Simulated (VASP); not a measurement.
Crystal: P.

```
P
1.0
     4.95671    0.00000    0.00000
     0.00000    4.95671    0.00000
     0.00000    0.00000    4.95671
P
8
Cartesian
  0.0000 0.0000 0.0000
  2.4784 2.4784 2.4784
  1.2392 0.0000 2.4784
  3.7175 0.0000 2.4784
  2.4784 1.2392 0.0000
  2.4784 3.7175 0.0000
  0.0000 2.4784 1.2392
  0.0000 2.4784 3.7175
```

The cell was built by a generator and needn't be a form met in nature.

```yaml
Program: VASP 6.6.1
Task: relaxation of cell and atoms
Functional: revPBE
Potentials_or_basis: VASP PAW PBE potentials, release 64 (P)
Cutoff: 600 eV
k_mesh: 5 × 5 × 5
Occupations: fermi-dirac, width 0.1 eV
Spin: no spin polarisation
```

At the start: pressure -2.2 GPa; volume 15.22 Å³/atom.

Question: Where does the relaxation end?

Answer: Over 3 steps the energy falls by 3.0 meV/atom and the volume is 14.80 Å³/atom (-2.8 %); space group Pm-3n (No. 223, to 0.05 Å).

The path:
| step | energy change (eV) | largest force (eV/Å) | pressure (GPa) | volume (Å³) |
| --- | --- | --- | --- | --- |
| 1 | 0.0000 | 0.0000 | -2.23 | 121.78 |
| 2 | -0.0240 | 0.0000 | 0.22 | 118.08 |
| 3 | -0.0242 | 0.0000 | 0.00 | 118.39 |

Final structure:
```
P
1.0
     4.91031    0.00000    0.00000
     0.00000    4.91031    0.00000
     0.00000    0.00000    4.91031
P
8
Cartesian
  0.0000 0.0000 0.0000
  2.4552 2.4552 2.4552
  1.2276 0.0000 2.4552
  3.6827 0.0000 2.4552
  2.4552 1.2276 0.0000
  2.4552 3.6827 0.0000
  0.0000 2.4552 1.2276
  0.0000 2.4552 3.6827
```

Caveat: the PAW data sets were made with another functional, which shifts forces and pressure a little.
